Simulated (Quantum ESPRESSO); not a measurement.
CaO under changes of volume

One of the cells (13.886 Å³/atom); the others are scaled copies at fixed shape and fractional positions:

```
Ca O
1.0
     0.00000    2.40356    2.40356
     2.40356    0.00000    2.40356
     2.40356    2.40356    0.00000
Ca O
1 1
Direct
  0.00000 0.00000 0.00000
  0.50000 0.50000 0.50000
```

The cell is a database's computed one.

* Program: Quantum ESPRESSO 7.5
* Functional: r2SCAN
* Potentials or basis: SG15 PBE 1.2
* Cutoff: 1197 eV
* Density cutoff: 4789 eV
* k mesh: 8 × 8 × 8
* Occupations: fermi-dirac, width 0.05 eV
* Spin: no spin polarisation

| volume (Å³/atom) | energy over the lowest point (meV/atom) | pressure (GPa) | gap on the mesh (eV) |
| --- | --- | --- | --- |
| 13.052 | 14.94 | 7.1 | 4.24 |
| 13.330 | 5.29 | 4.1 | 4.25 |
| 13.608 | 0.47 | 1.5 | 4.26 |
| 13.886 | 0.00 | -0.9 | 4.27 |
| 14.163 | ? | ? | ? |
| 14.441 | 10.36 | -4.9 | 4.27 |
| 14.719 | 20.43 | -6.7 | 4.27 |

Question: What does the run at 14.163 Å³/atom give?

Answer: Energy over the lowest point 3.43 meV/atom; pressure -3.0 GPa; gap on the mesh 4.27 eV.

Worked out: A Birch-Murnaghan fit of order 3 (a polynomial in V^(-2/3)) to the other rows has its minimum at 13.78 Å³/atom with B0 = V·E''(V) = 116 GPa and B' = 4.3. It gives 3.42 meV/atom at 14.163 Å³/atom, against the run's 3.43, and -dE/dV = -3.0 GPa, against -3.0. A parabola through the other rows of the gap, of slope 0.103 eV per unit of ln V there, gives 4.27 eV, against the run's 4.27.

Energies are extrapolated to zero smearing.

Caveats: the potentials were made for another functional, which shifts forces and pressure.

A mesh can miss the band edges.
